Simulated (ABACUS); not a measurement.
# InAs (F-43m) in ABACUS: a series of runs

Aim: see how the results for InAs move with the level of theory and the settings. Levels: WC, HCTH407. Tasks: relaxation of cell and atoms, single point.

All numbers are computed with ABACUS 3.10.1; they aren't measurements. Logs are shortened: lines on timing, memory, paths and dates and some standing lists are left out, and cuts for length are marked.

**The experiment to reproduce.**

From a printed reference work, data compilation, for a bulk crystal of InAs at 4.2 K: band gap 0.418 eV (direct).

The results are compared with them further down.

**1. The crystal as given**

The structure is cubic, space group F-43m (No. 216). The conventional cell has a = 6.036 Å, b = 6.036 Å, c = 6.036 Å, α = 90.00°, β = 90.00°, γ = 90.00°. In (site symmetry -43m) is surrounded by 4 As at 2.61 Å. As (site symmetry -43m) is surrounded by 4 In at 2.61 Å.

**2. Relaxation of cell and atoms, WC**

INPUT reads:

```
INPUT_PARAMETERS
suffix              InAs
calculation         cell-relax
basis_type          pw
pseudo_dir          ./
symmetry            1
dft_functional      wc
ecutwfc             40
pseudo_rcut         10
nspin               1
nbands              13
ks_solver           dav
smearing_method     fd
smearing_sigma      0.00367493
scf_thr             1e-08
scf_nmax            100
mixing_type         broyden
mixing_beta         0.7
cal_force           1
cal_stress          1
ecutrho             320
relax_nmax          60
force_thr_ev        0.02
relax_method        cg
out_stru            1
stress_thr          0.5
kpar                4
```

STRU reads:

```
ATOMIC_SPECIES
In 114.8180 in_pbesol_v1.4.uspp.F.UPF
As 74.9216 as_pbesol_v1.uspp.F.UPF

LATTICE_CONSTANT
1.8897261246

LATTICE_VECTORS
0.0000000000 3.0180000000 3.0180000000
3.0180000000 0.0000000000 3.0180000000
3.0180000000 3.0180000000 0.0000000000

ATOMIC_POSITIONS
Direct

In
0.0
1
0.0000000000 0.0000000000 0.0000000000 1 1 1

As
0.0
1
0.7500000000 0.7500000000 0.7500000000 1 1 1
```

KPT reads:

```
K_POINTS
0
Gamma
6 6 6 0 0 0
```

Potentials or basis: GBRV ultrasoft 1.5 PBEsol, plane waves.

On the command line:

```
> OMP_NUM_THREADS=1 mpirun -np 4 abacus > log
```

running log:

```text
ABACUS v3.10.1

               Atomic-orbital Based Ab-initio Computation at UStc

 ------------------------------------------------------------------------------------

 READING GENERAL INFORMATION
                           global_out_dir = OUT.InAs/
                           global_in_card = INPUT
                               pseudo_dir = ./
                              orbital_dir =
                                    DSIZE = 4
                                    GSIZE = 1

 READING UNITCELL INFORMATION
                                    ntype = 2
                  lattice constant (Bohr) = 1.88973
              lattice constant (Angstrom) = 1

 READING ATOM TYPE 1
                               atom label = In
                      L=0, number of zeta = 1
                      L=1, number of zeta = 1
                      L=2, number of zeta = 1
             number of atom for this type = 1

 READING ATOM TYPE 2
                               atom label = As
                      L=0, number of zeta = 1
                      L=1, number of zeta = 1
                      L=2, number of zeta = 1
             number of atom for this type = 1

                        TOTAL ATOM NUMBER = 2
DIRECT COORDINATES
    atom                   x                   y                   z     mag                  vx                  vy                  vz
taud_In1            0.0000000000        0.0000000000        0.0000000000  0.0000        0.0000000000        0.0000000000        0.0000000000
taud_As1            0.7500000000        0.7500000000        0.7500000000  0.0000        0.0000000000        0.0000000000        0.0000000000

                          Volume (Bohr^3) = 371.009
                             Volume (A^3) = 54.9778

 Lattice vectors: (Cartesian coordinate: in unit of a_0)
                   +0              +3.018              +3.018
               +3.018                  +0              +3.018
               +3.018              +3.018                  +0
 Reciprocal vectors: (Cartesian coordinate: in unit of 2 pi/a_0)
            -0.165673           +0.165673           +0.165673
            +0.165673           -0.165673           +0.165673
            +0.165673           +0.165673           -0.165673
 The esolver type has been set to : ksdft_pw

                PAO radial cut off (Bohr) = 10

 Read in pseudopotential file is in_pbesol_v1.4.uspp.F.UPF
                     pseudopotential type = US
          exchange-correlation functional = PBEsol
                 nonlocal core correction = 1
                        valence electrons = 13
                                     lmax = 2
                           number of zeta = 3
                     number of projectors = 6
                           L of projector = 0
                           L of projector = 0
                           L of projector = 1
                           L of projector = 1
                           L of projector = 2
                           L of projector = 2
 XC functional updated to : wc
          exchange-correlation functional = WC
                PAO radial cut off (Bohr) = 10

 Read in pseudopotential file is as_pbesol_v1.uspp.F.UPF
                     pseudopotential type = US
          exchange-correlation functional = PBEsol
                 nonlocal core correction = 1
                        valence electrons = 5
                                     lmax = 2
                           number of zeta = 2
                     number of projectors = 6
                           L of projector = 0
                           L of projector = 0
                           L of projector = 1
                           L of projector = 1
                           L of projector = 2
                           L of projector = 2
 XC functional updated to : wc
          exchange-correlation functional = WC
     initial pseudo atomic orbital number = 13

 SETUP THE ELECTRONS NUMBER
            electron number of element In = 13
      total electron number of element In = 13
            electron number of element As = 5
      total electron number of element As = 5
            AUTOSET number of electrons:  = 18
                           occupied bands = 9
                                   NBANDS = 13
                                   NLOCAL = 18
[... 198 lines left out ...]
----------------------------------------------------------
     Energy           Rydberg                 eV
----------------------------------------------------------
 E_KohnSham     -172.4136714175      -2345.8083443780
 E_Harris       -190.0616872806      -2585.9219185103
 E_Fermi        0.5377600263         7.3166005137
----------------------------------------------------------
[... 94 lines left out ...]
 charge density convergence is achieved
 final etot is -2361.6408877 eV
 EFERMI = 6.5873266736 eV

 STATE ENERGY(eV) AND OCCUPATIONS    NSPIN == 1
[... levels at 4 further k points ...]

------------------------------------------------------------------------------------------
 TOTAL-FORCE (eV/Angstrom)
------------------------------------------------------------------------------------------
                       In1         0.0000000000         0.0000000000         0.0000000000
                       As1         0.0000000000         0.0000000000         0.0000000000
------------------------------------------------------------------------------------------
[... 13 lines left out ...]
 Largest gradient in stress is 12.346162 kbar.
 Threshold is 0.500000 kbar.

 Relaxation is not converged yet!
DIRECT COORDINATES
    atom                   x                   y                   z     mag                  vx                  vy                  vz
taud_In1            0.0000000000        0.0000000000        0.0000000000  0.0000        0.0000000000        0.0000000000        0.0000000000
taud_As1            0.7500000000        0.7500000000        0.7500000000  0.0000        0.0000000000        0.0000000000        0.0000000000

                          Volume (Bohr^3) = 382.922566
                             Volume (A^3) = 56.743202
[... 10 lines left out ...]
 -------------------------------------------
 STEP OF RELAXATION : 2
 -------------------------------------------

[... set-up of the moved cell ...]

 PW ALGORITHM --------------- ION=   2  ELEC=   1--------------------------------
 Notice: Threshold on eigenvalues was too large.
 hsover_error=0.180000 > DRHO=0.000312
 Origin diag ethr = 0.010000
 New diag ethr = 0.000002

 Density error is 0.000322823029
                          Error Threshold = 0.000001731961
----------------------------------------------------------
     Energy           Rydberg                 eV
----------------------------------------------------------
 E_KohnSham     -173.5775076868      -2361.6431491787
 E_Harris       -173.6283969663      -2362.3355333481
 E_Fermi        0.4581954174         6.2340684741
----------------------------------------------------------

[... 3 further cycles ...]
 PW ALGORITHM --------------- ION=   2  ELEC=   5--------------------------------

 Density error is 0.000000000411
                          Error Threshold = 0.000000000310
----------------------------------------------------------
     Energy           Rydberg                 eV
----------------------------------------------------------
 E_KohnSham     -173.5775890387      -2361.6442560293
 E_KS(sigma->0) -173.5775543091      -2361.6437835088
 E_Harris       -173.5776026628      -2361.6444413937
 E_band         -5.1268676319        -69.7546126856
 E_one_elec     -60.1832248973       -818.8347826193
 E_Hartree      41.8841104203        569.8625573774
 E_xc           -69.0722730460       -939.7764872376
 E_Ewald        -86.2061320565       -1172.8945985089
 E_entropy(-TS) -0.0000694592        -0.0009450409
 E_descf        0.0000000000         0.0000000000
[... 4 lines left out ...]
 charge density convergence is achieved
 final etot is -2361.64425602930 eV
 EFERMI = 6.20548996766 eV

 STATE ENERGY(eV) AND OCCUPATIONS    NSPIN == 1
[... levels at 4 further k points ...]

------------------------------------------------------------------------------------------
 TOTAL-FORCE (eV/Angstrom)
------------------------------------------------------------------------------------------
                       In1         0.0000000000         0.0000000000         0.0000000000
                       As1         0.0000000000         0.0000000000         0.0000000000
------------------------------------------------------------------------------------------
[... 13 lines left out ...]
 Largest gradient in stress is 5.617501 kbar.
 Threshold is 0.500000 kbar.

 Relaxation is not converged yet!
DIRECT COORDINATES
    atom                   x                   y                   z     mag                  vx                  vy                  vz
taud_In1            0.0000000000        0.0000000000        0.0000000000  0.0000        0.0000000000        0.0000000000        0.0000000000
taud_As1            0.7500000000        0.7500000000        0.7500000000  0.0000        0.0000000000        0.0000000000        0.0000000000

                          Volume (Bohr^3) = 378.925931
                             Volume (A^3) = 56.150963
[... 10 lines left out ...]
 -------------------------------------------
 STEP OF RELAXATION : 3
 -------------------------------------------

[... set-up of the moved cell ...]

 PW ALGORITHM --------------- ION=   3  ELEC=   1--------------------------------
 Notice: Threshold on eigenvalues was too large.
 hsover_error=0.180000 > DRHO=0.000551
 Origin diag ethr = 0.010000
 New diag ethr = 0.000003

 Density error is 0.000588020142
                          Error Threshold = 0.000003059272
----------------------------------------------------------
     Energy           Rydberg                 eV
----------------------------------------------------------
 E_KohnSham     -173.5775114193      -2361.6431999623
 E_Harris       -173.5082025868      -2360.7002049192
 E_Fermi        0.4624874363         6.2924643873
----------------------------------------------------------

[... 3 further cycles ...]
 PW ALGORITHM --------------- ION=   3  ELEC=   5--------------------------------

 Density error is 0.000000001976
                          Error Threshold = 0.000000000485
----------------------------------------------------------
     Energy           Rydberg                 eV
----------------------------------------------------------
 E_KohnSham     -173.5776656797      -2361.6452987833
 E_KS(sigma->0) -173.5776311361      -2361.6448287936
 E_Harris       -173.5776518025      -2361.6451099744
 E_band         -4.9936722241        -67.9423961921
 E_one_elec     -59.7036387906       -812.3096788866
 E_Hartree      41.7185316385        567.6097424774
 E_xc           -69.0843368821       -939.9406241479
 E_Ewald        -86.5081525583       -1177.0037982468
 E_entropy(-TS) -0.0000690872        -0.0009399794
 E_descf        0.0000000000         0.0000000000
[... 88 lines left out ...]
 Largest gradient in stress is 0.054958 kbar.
 Threshold is 0.500000 kbar.

 Relaxation is converged!

 --------------------------------------------
 !FINAL_ETOT_IS -2361.6452987833099542 eV
 --------------------------------------------
```

Wall time 39 s (4 MPI ranks of Intel Xeon 6975P-C (Granite Rapids), shared host); peak memory 0.76 GiB.

What came out:

| Quantity | Value |
| --- | --- |
| Free energy | -2361.6453 eV |
| Relaxed volume | 28.08 Å³/atom |
| Relaxed cell | a = 4.298 Å, b = 4.298 Å, c = 4.298 Å, α = 60.00°, β = 60.00°, γ = 60.00° |
| Space group after relaxing (to 0.05 Å) | F-43m (No. 216) |
| Energy gained by relaxing | 2.2 meV/atom |
| Ionic steps | 3 |
| Pressure after relaxing | 0.0 GPa |
| Band gap on the k mesh | none (metal or under the smearing width) |

Step by step:
| step | energy change (eV) | largest force (eV/Å) | pressure (GPa) | volume (Å³) |
| --- | --- | --- | --- | --- |
| 1 | 0.0000 | 0.0000 | 1.23 | 54.98 |
| 2 | -0.0034 | 0.0000 | -0.56 | 56.74 |
| 3 | -0.0044 | 0.0000 | 0.01 | 56.15 |

Final structure:
```
In As
1.0
     0.00000    3.03932    3.03932
     3.03932    0.00000    3.03932
     3.03932    3.03932    0.00000
In As
1 1
Direct
  0.00000 0.00000 0.00000
  0.75000 0.75000 0.75000
```

Levels at points of the mesh, in eV from the Fermi level:
```
           k point  band 6  band 7  band 8  band 9  band 10  band 11
(0.00, 0.00, 0.00)  -11.85   -0.45   -0.04   -0.04    -0.04     3.80
(0.50, 0.50, 0.50)  -10.41   -5.79   -1.01   -1.01     0.77     4.57
(0.50, 0.50, 0.00)   -9.88   -5.87   -2.34   -2.34     1.41     1.93
```

Caveat: the potentials were made for another functional, which shifts forces and pressure; this crystal is a semiconductor, whose small gap the functional closes, so the metal is an error of the method.

**3. Single point, HCTH407**

INPUT reads:

```
INPUT_PARAMETERS
suffix              InAs
calculation         scf
basis_type          pw
pseudo_dir          ./
latname             fcc
symmetry            1
dft_functional      GGA_XC_HCTH_407
ecutwfc             40
pseudo_rcut         10
nspin               1
nbands              19
ks_solver           dav
smearing_method     fd
smearing_sigma      0.00367493
scf_thr             1e-08
scf_nmax            100
mixing_type         broyden
mixing_beta         0.7
cal_force           1
cal_stress          1
ecutrho             320
out_chg             1
out_pot             2
out_elf             0
kpar                4
```

STRU reads:

```
ATOMIC_SPECIES
In 114.8180 in_pbe_v1.4.uspp.F.UPF
As 74.9216 as_pbe_v1.uspp.F.UPF

LATTICE_CONSTANT
11.4063868882

ATOMIC_POSITIONS
Direct

In
0.0
1
0.0000000000 0.0000000000 0.0000000000 1 1 1

As
0.0
1
0.2500000000 0.2500000000 0.2500000000 1 1 1
```

KPT is that of step 2.

Potentials or basis: GBRV ultrasoft 1.5 PBE, plane waves.

On the command line:

```
> OMP_NUM_THREADS=1 mpirun -np 4 abacus > log
```

Run time: 16 s. Hardware: 4 MPI ranks of Intel Xeon 6975P-C (Granite Rapids), shared host; peak memory 0.76 GiB.

The run converged. Its results:

- Free energy: -2398.0243 eV
- Pressure: 5.3 GPa
- Band gap on the k mesh: none (metal or under the smearing width)

Levels at points of the mesh, in eV from the Fermi level:
| k point | band 7 | band 8 | band 9 | band 10 | band 11 | band 12 |
| --- | --- | --- | --- | --- | --- | --- |
| (0.00, 0.00, 0.00) | -0.07 | -0.05 | -0.05 | -0.05 | 4.01 | 4.01 |
| (0.50, 0.50, 0.50) | -5.70 | -1.02 | -1.02 | 1.13 | 4.84 | 4.84 |
| (0.50, 0.50, 0.00) | -5.83 | -2.31 | -2.31 | 1.92 | 2.29 | 9.38 |

Caveat: the potentials were made for another functional, which shifts forces and pressure; this crystal is a semiconductor, whose small gap the functional closes, so the metal is an error of the method.

**4. Comparison with measurements**

Step 3. Against the measured gap of InAs, 0.418 eV (direct; 4.2 K; a printed reference work, data compilation), the calculated 0.00 eV is off by -0.42 eV. Spin-orbit coupling on As, In is left out. The value is that of HCTH407 on a finite k mesh, which can miss the band edges, without temperature or zero-point motion.
